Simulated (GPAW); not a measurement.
Crystal: AlN.

```xyz
2
Lattice="0.0000 2.1840 2.1840 2.1840 0.0000 2.1840 2.1840 2.1840 0.0000" Properties=species:S:1:pos:R:3 pbc="T T T"
Al    0.0000    0.0000    0.0000
N     1.0920    1.0920    1.0920
```

Measurements of this composition are mostly on another form, of space group No. 186.

* Program: GPAW 26.7.0
* Task: single point
* Functional: PBEsol
* Potentials or basis: PAW data sets generated in the run's folder for this functional
* Cutoff: 800 eV
* Basis: pw
* k mesh: 10 × 10 × 10
* Occupations: fermi-dirac, width 0.05 eV
* Spin: no spin polarisation

On this cell: pressure 2.2 GPa; largest force zero by symmetry; band gap on the k mesh 3.18 eV, indirect (least direct gap 4.14 eV).

The same run follows on a disturbed copy (atoms moved at random, drawn with an rms of 0.05 Å):

```
CELL_PARAMETERS angstrom
0.00000 2.18399 2.18399
2.18399 0.00000 2.18399
2.18399 2.18399 0.00000
ATOMIC_POSITIONS crystal
Al 0.00035 0.99402 0.01127
N 0.24779 0.25620 0.24190
```

Q: What does the disturbed cell give?

A: The energy moves by +10.7 meV/atom; pressure 2.6 GPa; largest force 0.767 eV/Å; band gap on the k mesh 3.02 eV, indirect (least direct gap 3.98 eV).

Forces in eV/Å, atoms in the order of the input:
```
Al  -0.174 -0.696  0.270
N    0.174  0.696 -0.270
```

Stress tensor (GPa, compression positive):
```
 2.73 -1.38  3.54
-1.38  2.32  0.90
 3.54  0.90  2.69
```

A k mesh can miss the band edges.
